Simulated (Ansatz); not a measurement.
# What a change of settings does to a run on InP

The structure comes from a relaxation in the same program, started in the zincblende type, and has space group F-43m. Whether it is a known phase or the ground state wasn't checked.

First run: DFT, PBE, PAW with Ansatz's default frozen-core files, scalar-relativistic (Ansatz 0.2.0).

Command: `ansatz run input.yaml --threads 1 --pin off --max-ram 2048MiB --backend cpu --events-out ev --progress --plain --runs-dir out` The run took about 4.8 s on 1 thread of a shared machine.

```yaml
crystal:
  lattice:
    - [0.0, 2.9798790814, 2.9798790814]
    - [2.9798790814, 0.0, 2.9798790814]
    - [2.9798790814, 2.9798790814, 0.0]
  atoms:
    - { symbol: In, position: [0.0, 0.0, 0.0] }
    - { symbol: P, position: [0.25, 0.25, 0.25] }
kpoints:
  mp_grid: { grid: [12, 12, 12] }
scf:
  occupations: { method: fermi_dirac, width: 0.08 }
hamiltonian:
  xc: pbe
  pseudopotentials: { kind: paw }
output:
  forces: true
  stress: true
  eigenvalues: true
  efg: { contact_densities: true }
  write_density: true
  write_potential: true
  elf: true
  volumetric_format: npy
basis:
  ecutwfc: 200
```

Result: converged; pressure -1.92 GPa; gap on the k mesh 0.54 eV; 7 SCF iterations.

No spin–orbit coupling, which matters for the heavy atoms here.

The input is then changed:

```diff
@@ -12,5 +12,5 @@
   occupations: { method: fermi_dirac, width: 0.08 }
 hamiltonian:
-  xc: pbe
+  xc: pbesol
   pseudopotentials: { kind: paw }
 output:
@@ -19,8 +19,4 @@
   eigenvalues: true
   efg: { contact_densities: true }
-  write_density: true
-  write_potential: true
-  elf: true
-  volumetric_format: npy
 basis:
   ecutwfc: 200
```

**Question.** Predict the outcome of the changed run.

**Answer.** It converged; pressure -4.49 GPa; gap on the k mesh 0.47 eV; 7 SCF iterations.
